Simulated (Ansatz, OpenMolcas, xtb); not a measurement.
Ligand exchange: CHBrF2 + BF3 → CHF3 + BBrF2

Gas-phase species: CHBrF2 (bromodifluoromethane) `FC(F)Br`, singlet; BF3 `FB(F)F`, singlet; CHF3 (trifluoromethane) `FC(F)F`, singlet; BBrF2 `FB(F)Br`, singlet. The partners trade Br for F: C–Br and B–F bonds give way to C–F and B–Br.

Shapes, held fixed at every level: PBE0-D4/def2-TZVP. Programs: Ansatz 0.2.0, OpenMolcas 26.06, xtb 6.7.1. The zero-point and thermal change to 298 K, harmonic and unscaled (PBE0-D4/def2-TZVP), is +0.7 kJ/mol.

**The experiment to reproduce.** Tabulated heats of formation (Active Thermochemical Tables, NIST-JANAF tables): CHBrF2 -424.2 (ATcT); BF3 -1135.6 (JANAF); CHF3 -695.9 (ATcT); BBrF2 -820.1 (JANAF) kJ/mol, which give ΔH(298 K) = +43.9 kJ/mol.

```csv
level,kind,ΔH (kJ/mol),computed − measured
GFN0-xTB,semi-empirical,+36.7,-7.2
HF/def2-SVP,Hartree–Fock,+18.5,-25.4
r2SCAN-D4/def2-TZVPP,meta-GGA,+39.2,-4.7
B3LYP/6-31G* (spherical functions),global hybrid,+38.8,-5.2
wB97X-V/def2-TZVPP,range-separated hybrid,+35.1,-8.8
MP2/def2-TZVPP,perturbation theory,+40.9,-3.1
CCSD/def2-SVP,coupled cluster or CI,+25.8,-18.2
CCSD(T)/def2-TZVPP,coupled cluster or CI,+39.5,-4.5
```

Nearest: MP2/def2-TZVPP (-3.1); farthest: HF/def2-SVP (-25.4). 6 of 8 levels lie within 10 kJ/mol. The tabulated value of BBrF2 is in doubt (older tables, estimates, or at odds with other calculations) and kept here. Relativity is left out for Br. Outer-core shells of Br are correlated, in sets that cover them unevenly.
